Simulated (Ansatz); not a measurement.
**Barrier of one jump, O in Ti**

All numbers below come from DFT PBEsol, scalar-relativistic, plane waves, PAW (Ansatz). Settings: 420 eV cutoff, 4×4×4 k-mesh, shifted by half a step, Gaussian smearing of 0.10 eV, no spin polarisation.

In a supercell of 18 host sites, interstitial O hops to an equivalent place, moving 2.80 Å between the relaxed ends. Climbing-image nudged elastic band at fixed cell with images 0 (start) to 6 (end), the path measured over all atoms, converged to 0.05 eV/Å; the order of the saddle wasn't checked, and the small cell leaves errors of about a tenth of an eV.

Start:

```yaml
crystal:
  lattice:
    - [4.35065, -2.51185, -4.59099]
    - [-4.35065, -2.51185, -4.59099]
    - [0.00000, 5.02370, -4.59099]
  atoms:
    - { symbol: Ti, position: [0.13852, 0.47137, 0.14059] }
    - { symbol: Ti, position: [0.80724, 0.47137, 0.47192] }
    - { symbol: Ti, position: [0.47137, 0.13853, 0.14058] }
    - { symbol: Ti, position: [0.47941, 0.47943, 0.81284] }
    - { symbol: Ti, position: [0.14249, 0.14249, 0.47582] }
    - { symbol: Ti, position: [0.79878, 0.79879, 0.13219] }
    - { symbol: Ti, position: [0.80725, 0.13858, 0.80471] }
    - { symbol: Ti, position: [0.47136, 0.80724, 0.47191] }
    - { symbol: Ti, position: [0.13857, 0.80725, 0.80471] }
    - { symbol: Ti, position: [0.19445, 0.19446, 0.86485] }
    - { symbol: Ti, position: [0.86267, 0.18971, 0.19601] }
    - { symbol: Ti, position: [0.51444, 0.88818, 0.84754] }
    - { symbol: Ti, position: [0.53156, 0.19443, 0.52778] }
    - { symbol: Ti, position: [0.18972, 0.86267, 0.19600] }
    - { symbol: Ti, position: [0.88818, 0.51443, 0.84757] }
    - { symbol: Ti, position: [0.86272, 0.86272, 0.52299] }
    - { symbol: Ti, position: [0.51431, 0.51427, 0.22155] }
    - { symbol: Ti, position: [0.19444, 0.53156, 0.52778] }
    - { symbol: O, position: [0.63680, 0.63681, 0.97018] }
```

Atom 19 jumps to (1.450, -4.186, -3.472) Å.

Question: Give the energy along the band and the structure at its top.

Answer:
```csv
image,path (Å),E − E(0) (eV),O x (Å),O y (Å),O z (Å),force on O (eV/Å)
0,0.00,0.000,0.000,-3.349,-5.710,0.00
1,0.68,0.306,0.138,-3.428,-5.271,0.62
2,1.36,0.780,0.417,-3.589,-4.935,0.01
3,2.08,0.381,0.685,-3.745,-4.633,0.35
4,2.80,0.770,0.998,-3.924,-4.290,0.21
5,3.52,0.347,1.300,-4.099,-3.930,0.65
6,4.24,0.000,1.450,-4.186,-3.472,0.00
```

Barrier 0.78 eV. Image 2:
```yaml
crystal:
  lattice:
    - [4.35065, -2.51185, -4.59099]
    - [-4.35065, -2.51185, -4.59099]
    - [0.00000, 5.02370, -4.59099]
  atoms:
    - { symbol: Ti, position: [0.13709, 0.46159, 0.15980] }
    - { symbol: Ti, position: [0.78318, 0.48895, 0.48072] }
    - { symbol: Ti, position: [0.46596, 0.12525, 0.14669] }
    - { symbol: Ti, position: [0.40584, 0.47375, 0.80695] }
    - { symbol: Ti, position: [0.13209, 0.15074, 0.48406] }
    - { symbol: Ti, position: [0.81417, 0.81377, 0.14708] }
    - { symbol: Ti, position: [0.78309, 0.14760, 0.82233] }
    - { symbol: Ti, position: [0.46599, 0.81332, 0.45863] }
    - { symbol: Ti, position: [0.13710, 0.82654, 0.79492] }
    - { symbol: Ti, position: [0.19177, 0.17369, 0.87693] }
    - { symbol: Ti, position: [0.86843, 0.18581, 0.20854] }
    - { symbol: Ti, position: [0.54726, 0.84562, 0.83550] }
    - { symbol: Ti, position: [0.53215, 0.19608, 0.52946] }
    - { symbol: Ti, position: [0.20893, 0.85270, 0.18605] }
    - { symbol: Ti, position: [0.93449, 0.52318, 0.85643] }
    - { symbol: Ti, position: [0.86840, 0.87523, 0.51920] }
    - { symbol: Ti, position: [0.54718, 0.50211, 0.17904] }
    - { symbol: Ti, position: [0.19172, 0.54364, 0.50696] }
    - { symbol: O, position: [0.64439, 0.54854, 0.88209] }
```

Cost: 1 run of about 53 core-minutes, on Intel Xeon 6975P-C (Granite Rapids) (shared hosts).